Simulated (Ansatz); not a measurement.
The system is CdSe (Cadmoselite).

```xyz
4
Lattice="4.3000 0.0000 0.0000 -2.1500 3.7239 0.0000 0.0000 0.0000 7.0200" Properties=species:S:1:pos:R:3 pbc="T T T"
Cd    2.1500    1.2413    3.5100
Cd    0.0000    2.4826    0.0000
Se    2.1500    1.2413    6.2127
Se    0.0000    2.4826    2.7027
```

| Item | Value |
| --- | --- |
| Program | Ansatz 0.2.0 |
| Task | relaxation of cell and atoms |
| Functional | revPBE |
| Dispersion | D4 |
| Potentials or basis | Ansatz PAW |
| Cutoff | 420 eV (not typed: the program's choice for these potentials) |
| k mesh | 7 × 7 × 4 |
| Occupations | fermi-dirac, width 0.05 eV |
| Spin | no spin polarisation |

At the start: volume 28.10 Å³/atom.

Task: Where does the relaxation end?

Result: It ends after 5 steps and the volume is 28.51 Å³/atom (+1.4 %); space group P6_3mc (No. 186, to 0.05 Å).

The path:
```csv
step,energy change (eV),largest force (eV/Å),volume (Å³)
1,0.0000,0.2854,112.41
2,-0.0221,0.0164,114.27
3,-0.0231,0.0031,114.10
4,-0.0232,0.0003,114.03
5,-0.0236,0.0003,114.03
```

Final structure:
```cif
data_structure
_symmetry_space_group_name_H-M 'P 1'
_symmetry_Int_Tables_number 1
_cell_length_a 4.3207
_cell_length_b 4.3207
_cell_length_c 7.0532
_cell_angle_alpha 90.000
_cell_angle_beta 90.000
_cell_angle_gamma 120.000
_cell_volume 114.03
loop_
_atom_site_label
_atom_site_type_symbol
_atom_site_fract_x
_atom_site_fract_y
_atom_site_fract_z
_atom_site_occupancy
Cd1 Cd 0.66667 0.33333 0.50472 1
Cd2 Cd 0.33333 0.66667 0.00472 1
Se1 Se 0.66667 0.33333 0.88028 1
Se2 Se 0.33333 0.66667 0.38028 1
```

Caveat: the plane-wave basis is chosen anew once the cell has moved, so the energies of steps on either side of that aren't comparable; the PAW data sets come from PBE, with cores solved anew for the run's functional, which leaves a small shift of forces and pressure.
